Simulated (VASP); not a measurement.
# ZnSe (110) against 4 partners, part 3 of 3

Wanted: valence and conduction offsets of GaAs, ZnS, CdSe and CdS on ZnSe (110), and what a better gap does to them.

VASP 6.6.1, plane waves and PAW; the level of theory is named at each step.

So far. Step 7 (Bulk band edges, LDA): The run ends at a pressure of 0.66 GPa, with forces up to 0.0014 eV/Å.

## (11) Potential of the interface, LDA

The core potentials in the middle of each layer tie the two bulk scales together.

Level: LDA; plane waves and PAW (Zn, Se, Ga_d, As).

INCAR reads:

```
SYSTEM = ZnGaAsSe
PREC = Accurate
ENCUT = 420
EDIFF = 1E-06
NELM = 120
ISMEAR = 0
SIGMA = 0.05
LREAL = .FALSE.
ALGO = Normal
GGA = CA
NBANDS = 161
LASPH = .TRUE.
LORBIT = 11
LWAVE = .FALSE.
LCHARG = .TRUE.
KPAR = 2
NCORE = 2
LVHAR = .TRUE.
NEDOS = 1500
```

POSCAR reads:

```
ZnGaAsSe
1.0
    3.9403321600      0.0000000000      0.0000000000
    0.0000000000      5.5713423700      0.0000000000
    0.0000000000      0.0000000000     23.8039999840
Zn Se Ga As
6 6 6 6
Direct
    0.0000000000      0.0008271834      0.9973859743
    0.5000000000      0.5137517033      0.0822959821
    0.0000000000      0.0103983030      0.1660059428
    0.5000000000      0.5103983030      0.2478249422
    0.0000000000      0.0137517033      0.3315349039
    0.5000000000      0.5008271834      0.4164449117
    0.5000000000      0.2575919145      0.9998061603
    0.0000000000      0.7630816305      0.0828019286
    0.5000000000      0.2610030897      0.1648772339
    0.0000000000      0.7610030897      0.2489536511
    0.5000000000      0.2630816305      0.3310289574
    0.0000000000      0.7575919145      0.4140247257
    0.0000000000      0.0000504711      0.5004342391
    0.5000000000      0.4855439541      0.5815711037
    0.0000000000      0.9859589135      0.6650999635
    0.5000000000      0.4859589135      0.7487309225
    0.0000000000      0.9855439541      0.8322597823
    0.5000000000      0.5000504711      0.9133966469
    0.5000000000      0.2469721514      0.4969051622
    0.0000000000      0.7372831238      0.5813675006
    0.5000000000      0.2375375618      0.6652293985
    0.0000000000      0.7375375618      0.7486014875
    0.5000000000      0.2372831238      0.8324633854
    0.0000000000      0.7469721514      0.9169257238
```

KPOINTS reads:

```
Automatic mesh
0
Gamma
6 4 1
0 0 0
```

PAW data sets: Zn, Se, Ga_d and As (LDA family, release 64).

Run with:

```sh
$ mpirun -np 4 vasp_std
```

The log of the run:

```text
[banner, memory and clock lines left out]
running    4 mpi-ranks, on    1 nodes
[...]
|                                                                             |
|               ----> ADVICE to this user running VASP <----                  |
|                                                                             |
|     You have a (more or less) 'large supercell' and for larger cells it     |
|     might be more efficient to use real-space projection operators.         |
|     Therefore, try LREAL= Auto in the INCAR file.                           |
|     Mind: For very accurate calculation, you might also keep the            |
|     reciprocal projection scheme (i.e. LREAL=.FALSE.).                      |
|                                                                             |

 LDA part: xc-table for (Slater(with rela. corr.)+CA(PZ))
 , standard interpolation
 POSCAR, INCAR and KPOINTS ok, starting setup
[...]
entering main loop
       N       E                     dE             d eps       ncg     rms          rms(c)
DAV:   1     0.197232816359E+04    0.19723E+04   -0.75445E+04  4001   0.156E+03
DAV:   2     0.337106663025E+03   -0.16352E+04   -0.15066E+04  3872   0.440E+02
DAV:   3    -0.643912655394E+02   -0.40150E+03   -0.37368E+03  4695   0.174E+02
DAV:   4    -0.103411288596E+03   -0.39020E+02   -0.38202E+02  4414   0.516E+01
[...]
DAV:  13    -0.101815805921E+03    0.17922E-04   -0.21829E-04  4352   0.153E-01    0.135E-02
DAV:  14    -0.101815810228E+03   -0.43077E-05   -0.56074E-05  4416   0.386E-02    0.117E-02
DAV:  15    -0.101815810337E+03   -0.10887E-06   -0.47901E-06  4112   0.194E-02
   1 F= -.10181581E+03 E0= -.10181581E+03  d E =-.617373E-11
```

Run time: 5.4 min. Hardware: 4 MPI ranks of AMD EPYC 7R43, shared host; peak memory 1.6 GiB; 22 min of CPU time.

From OUTCAR (step 11):

```text
  Total        1.7673542      0.9487281     -0.2789962      0.0000000      0.0000000      0.0000000
  in kB        5.4186556      2.9087722     -0.8553942      0.0000000      0.0000000      0.0000000
  external PRESSURE =       2.4906779 kB  Pullay stress =       0.0000000 kB

 POSITION                                       TOTAL-FORCE (eV/Angst)
 -----------------------------------------------------------------------------------
      0.00000      0.00461     23.74178         0.000000      0.008470      0.020252
      1.97017      2.86229      1.95897         0.000000     -0.003671      0.004144
      0.00000      0.05793      3.95161         0.000000      0.007027     -0.003796
      1.97017      2.84360      5.89922         0.000000      0.007027      0.003796
      0.00000      0.07662      7.89186         0.000000     -0.003671     -0.004144
      1.97017      2.79028      9.91305         0.000000      0.008470     -0.020252
      1.97017      1.43513     23.79939         0.000000     -0.008163      0.002186
      0.00000      4.25139      1.97102         0.000000      0.006923     -0.002372
      1.97017      1.45414      3.92474         0.000000      0.009512      0.012185
      0.00000      4.23981      5.92609         0.000000      0.009512     -0.012185
      1.97017      1.46572      7.87981         0.000000      0.006923      0.002372
      0.00000      4.22080      9.85544         0.000000     -0.008163     -0.002186
      0.00000      0.00028     11.91234         0.000000     -0.002358      0.004537
      1.97017      2.70513     13.84372         0.000000     -0.013302     -0.001384
[...]
-----------------------------------------------------------------------------------
    total drift:                                0.000000     -0.001088      0.000488

  FREE ENERGIE OF THE ION-ELECTRON SYSTEM (eV)
  ---------------------------------------------------
  free  energy   TOTEN  =      -101.8158103373 eV

  energy  without entropy=     -101.8158103373  energy(sigma->0) =     -101.81581034

[... 1 part as in an earlier step ...]

[... 2 further parts left out ...]
[key lines of the parts left out:]
E-fermi :   3.5928
```

This run gave:

| Item | Value |
| --- | --- |
| energy(sigma→0) of the program | -101.8158 eV |
| stress, compression positive | xx, yy, zz 0.54, 0.29, -0.09 GPa |

By hand, at LDA: the valence top lies 51.818 eV above the mean core potential (averaged over elements) in bulk ZnSe and 64.526 eV in strained GaAs. In the interface cell the mean core potential in the middle of GaAs less that in the middle of ZnSe is -11.932 eV. The valence offset is 64.526 − 51.818 + (-11.932) = 0.78 eV.

## (12) All members

Hybrid runs start from orbitals of a short LDA run, not shown.

Runs beyond LDA use the data sets made with LDA; this shifts their levels slightly, and their total energies have another zero.

The other members went through these steps as far as the tables show, with one cutoff; 43 runs are not shown. The session took 26 core hours (wall time by ranks) on a shared machine.

Line-up of core potentials from the interface at LDA; other levels change the bulk edges alone, each counted from the mean potential of its bulk cell. Gaps of the substrate: LDA 1.28 eV, HSE06 2.66 eV, HSE06 with spin-orbit coupling 2.52 eV.

```csv
partner,atoms,"mean in-plane stress of the strained partner, tension positive (GPa)",gap of the whole cell (eV),largest spread of the line-up between elements of one side (eV)
GaAs,24,-1.0,0.59,0.01
ZnS,24,7.5,1.29,0.00
CdSe,24,-5.2,0.46,0.01
CdS,24,-3.0,0.97,0.01
```

At LDA:

```csv
partner,"valence-band top of the partner above the substrate's, LDA (eV)","conduction-band bottom of the partner above the substrate's, LDA (eV)","gap of the strained partner, LDA (eV)"
GaAs,0.78,0.05,0.55
ZnS,-0.26,-0.09,1.44
CdSe,,,0.10
CdS,-0.19,-0.59,0.88
```

A blank entry does not apply, was not run or did not finish.

At HSE06:

```csv
partner,"valence-band top of the partner above the substrate's, HSE06 (eV)","conduction-band bottom of the partner above the substrate's, HSE06 (eV)","gap of the strained partner, HSE06 (eV)"
GaAs,1.00,0.02,1.68
ZnS,-0.35,-0.13,2.88
CdSe,0.52,-0.89,1.25
CdS,-0.23,-0.69,2.20
```

At HSE06 with spin-orbit coupling:

```csv
partner,"valence-band top of the partner above the substrate's, HSE06 with spin-orbit coupling (eV)","conduction-band bottom of the partner above the substrate's, HSE06 with spin-orbit coupling (eV)","gap of the strained partner, HSE06 with spin-orbit coupling (eV)"
GaAs,0.97,0.02,1.56
ZnS,-0.49,-0.13,2.88
CdSe,0.43,-0.89,1.19
CdS,-0.37,-0.69,2.19
```

## (13) Summary of results

```
GaAs, HSE06 with spin-orbit coupling : valence +0.97 eV, conduction +0.02 eV
ZnS, HSE06 with spin-orbit coupling  : valence -0.49 eV, conduction -0.13 eV
CdSe, HSE06 with spin-orbit coupling : valence +0.43 eV, conduction -0.89 eV
CdS, HSE06 with spin-orbit coupling  : valence -0.37 eV, conduction -0.69 eV
```

In words: For CdSe one side or both have under 0.15 eV of gap at LDA, the level of the run that fixes the line-up, which makes these offsets less sure. No offsets are given where the strained partner has under 0.15 eV of gap: CdSe at LDA. GaAs at HSE06 with spin-orbit coupling: one pair of edges is level within 0.05 eV. ZnS at HSE06 with spin-orbit coupling: the edges are staggered (type II). CdSe at HSE06 with spin-orbit coupling: its gap lies inside the substrate's (type I). CdS at HSE06 with spin-orbit coupling: the edges are staggered (type II). Going from LDA to HSE06 with spin-orbit coupling moves the valence offsets of GaAs, ZnS and CdS by -0.23 to 0.20 eV. Offsets and overlaps of about 0.3 eV or less are within the errors that the gaps of this level can carry, so their sign, and the type with it, is not secure. ZnS, CdSe and CdS are under more than 3 GPa of in-plane stress along one axis or both, more than a thick film would hold. Levels beyond the first ran on coarser meshes, which moves edges by some hundredths of an eV. The bounds that sort cases in this text are picked. The interfaces are ideal and a few layers thick: no intermixing, defects or band bending. All crystals are in the zinc-blende or diamond form.

[Lines on the potential files, build, host, timing and source positions are cut from VASP's logs without a mark.]

[Logs are printed without paths, hosts, clocks, repeated set-up lines and the standing remarks that a program may print on its own settings, such as how far it seeks lower states.]

[Hosts, paths, dates, database ids (printed as entryN), source tags and the programs' standing remarks are cut or masked in the printed files.]

[In band tables of VASP the shares of atoms and orbitals are scaled to a sum of 1 inside the atoms' spheres.]
